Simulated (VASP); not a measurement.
Set up this calculation in VASP 6.6.1, as the native input.

| Property | Result |
| --- | --- |
| Task | single point |
| Functional | r2SCAN |
| Potentials or basis | VASP PAW PBE potentials, release 64 (Li_sv, S) |
| Cutoff | 520 eV |
| k mesh | 8 × 8 × 8 |
| Occupations | gaussian, width 0.05 eV |
| Spin | no spin polarisation |
| Dipole correction | no |
| Further INCAR settings | ALGO = Normal; EDIFF = 1e-07; NBANDS = 13 |

Li2S:

```
Li S
1.0
     0.00000    2.84528    2.84528
     2.84528    0.00000    2.84528
     2.84528    2.84528    0.00000
Li S
2 1
Cartesian
  1.4226 1.4226 1.4226
  4.2679 4.2679 4.2679
  0.0000 0.0000 0.0000
```

These files were run (other wordings do the same):

POSCAR

```
Li2S
1.0
    0.0000000000      2.8452833938      2.8452833938
    2.8452833938      0.0000000000      2.8452833938
    2.8452833938      2.8452833938      0.0000000000
Li S
2 1
Direct
    0.2500000000      0.2500000000      0.2500000000
    0.7500000000      0.7500000000      0.7500000000
    0.0000000000      0.0000000000      0.0000000000
```

INCAR.step1

```
SYSTEM = Li2S
PREC = Accurate
ENCUT = 520
ISMEAR = 0
SIGMA = 0.05
LREAL = .FALSE.
LASPH = .TRUE.
NELM = 100
NBANDS = 13
GGA = PE
ALGO = Normal
EDIFF = 1E-4
LWAVE = .TRUE.
LCHARG = .FALSE.
```

INCAR.step2

```
SYSTEM = Li2S
PREC = Accurate
ENCUT = 520
EDIFF = 1E-7
ISMEAR = 0
SIGMA = 0.05
LREAL = .FALSE.
LASPH = .TRUE.
NELM = 100
ALGO = Normal
ISIF = 2
LWAVE = .FALSE.
LCHARG = .TRUE.
METAGGA = R2SCAN
LMIXTAU = .TRUE.
LELF = .TRUE.
LVHAR = .TRUE.
NBANDS = 13
ISTART = 1
```

KPOINTS

```
regular mesh
0
G
  8 8 8
  0 0 0
```

Potentials or basis: VASP PAW PBE potentials, release 64 (Li_sv, S).

The run is started by

```bash
$ cat potpaw_PBE.64/Li_sv/POTCAR potpaw_PBE.64/S/POTCAR > POTCAR
$ cp INCAR.step1 INCAR
$ mpirun -np 1 vasp_std > vasp.out
$ cp INCAR.step2 INCAR
$ mpirun -np 1 vasp_std > vasp.out
```

It gave:

The band gap on the k mesh is 3.86 eV, indirect (least direct gap 5.05 eV).

Wall time 79 s on 1 thread of Intel(R) Xeon(R) Platinum 8259CL CPU @ 2.50GHz (Skylake/Cascade Lake), on a shared host, peak memory 0.16 GiB.
